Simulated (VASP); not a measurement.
Wanted: the native input for a VASP 6.6.1 run.

| Quantity | Value |
| --- | --- |
| Task | single point |
| Functional | PBEsol |
| Dispersion | D4 |
| Potentials or basis | VASP PAW PBE potentials, release 64 (Te, Cd) |
| Cutoff | 520 eV |
| k mesh | 7 × 7 × 7 |
| Occupations | methfessel-paxton, width 0.01 eV |
| Spin | collinear spin, typed start |
| Starting moments | [1.0, 0.0] μB |
| Fixed moment | 1 μB |
| Dipole correction | no |
| Further INCAR settings | ALGO = Fast; EDIFF = 1e-06; NBANDS = 20 |

The structure of CdTe lies in POSCAR:

```
CdTe
1.0
    0.0000000000      3.1395734784      3.1395734784
    3.1395734784      0.0000000000      3.1395734784
    3.1395734784      3.1395734784      0.0000000000
Te Cd
1 1
Direct
    0.7500000000      0.7500000000      0.7500000000
    0.0000000000      0.0000000000      0.0000000000
```

The cell isn't the ideal one: volume scaled by 0.94.

One way to write it, as run:

INCAR

```
  PREC = Accurate
  ENCUT = 520
  EDIFF = 1E-6
  ISMEAR = 1
  SIGMA = 0.01
  LREAL = F
  LASPH = T
  NELM = 150
  ALGO = Fast
  ISIF = 2
  LWAVE = F
  LCHARG = F
  ISPIN = 2
  MAGMOM = 1 0
  LORBIT = 11
  NUPDOWN = 1.0
  GGA = PS
  IVDW = 13
  NBANDS = 20
```

KPOINTS

```
Automatic mesh
0
Gamma
  7 7 7
```

Potentials or basis: VASP PAW PBE potentials, release 64 (Te, Cd).

The run is started by

```bash
$ cat potpaw_PBE.64/Te/POTCAR potpaw_PBE.64/Cd/POTCAR > POTCAR
$ mpirun -np 1 vasp_std > vasp.out
```

Results of the run:

```
Pressure                                              : 6.9 GPa
Net moment                                            : 1.00 μB per cell
Site moments                                          : Te +0.34; Cd +0.17 μB
Valence electrons inside the program's atomic spheres : Te 3.41; Cd 10.42
Dispersion energy per atom                            : -0.234 eV
```

Caveat: the PAW data sets were made with another functional, which shifts forces and pressure a little; the total moment is fixed, so each spin has its own Fermi level.

Run time: 29 s on 1 thread of Intel(R) Xeon(R) Platinum 8488C (Sapphire Rapids), on a shared host, peak memory 0.25 GiB.
